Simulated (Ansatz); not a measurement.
Input of an Ansatz 0.2.0 run:

Contents of input.yaml:

```yaml
crystal:
  lattice:
    - [-1.6749232544, 1.6749232544, 5.7401081759]
    - [1.6749232544, -1.6749232544, 5.7401081759]
    - [1.6749232544, 1.6749232544, -5.7401081759]
  atoms:
    - { symbol: Nb, position: [0.2498808, 0.7498808, 0.5] }
    - { symbol: Nb, position: [0.4998808, 0.4998808, 0.0] }
    - { symbol: P, position: [0.83274777, 0.33274777, 0.5] }
    - { symbol: P, position: [0.08274777, 0.08274777, 0.0] }
hamiltonian:
  xc: lda
  pseudopotentials: { kind: paw }
kpoints:
  mp_grid: { grid: [11, 11, 11] }
  band_path:
    path:
      - [[0.0, 0.0, 0.0], [-0.5, 0.5, 0.0], [-0.5, 0.5, -0.0425715708], [-0.2712857854, 0.2712857854, -0.2712857854], [0.0, 0.0, 0.0], [0.5, 0.5, -0.5], [0.2712857854, 0.7287142146, -0.7287142146], [0.0, 0.5, -0.5], [-0.25, 0.75, -0.25], [0.0425715708, 0.9574284292, -0.5], [0.5, 0.5, -0.5]]
      - [[-0.5, 0.5, 0.0], [-0.25, 0.75, -0.25]]
    npoints: 14
scf:
  occupations: { method: fermi_dirac, width: 0.05 }
  n_extra_bands: 10
output:
  forces: true
  stress: true
  eigenvalues: true
  fatbands: false
```

Potentials or basis: Ansatz PAW.

Command:

```console
$ ansatz run input.yaml --threads 2 --pin off --max-ram 5632MiB --backend cpu --events-out ev --progress --plain --runs-dir out
```

(1) Predict the largest force.

(2) Predict the band gap on the k mesh.

(3) What does it give for the pressure?

Answers

(1) 0.015 eV/Å.

(2) none (metal or under the smearing width).

(3) -9.4 GPa.

Caveat: the PAW data sets come from PBE, with cores solved anew for the run's functional, which leaves a small shift of forces and pressure.
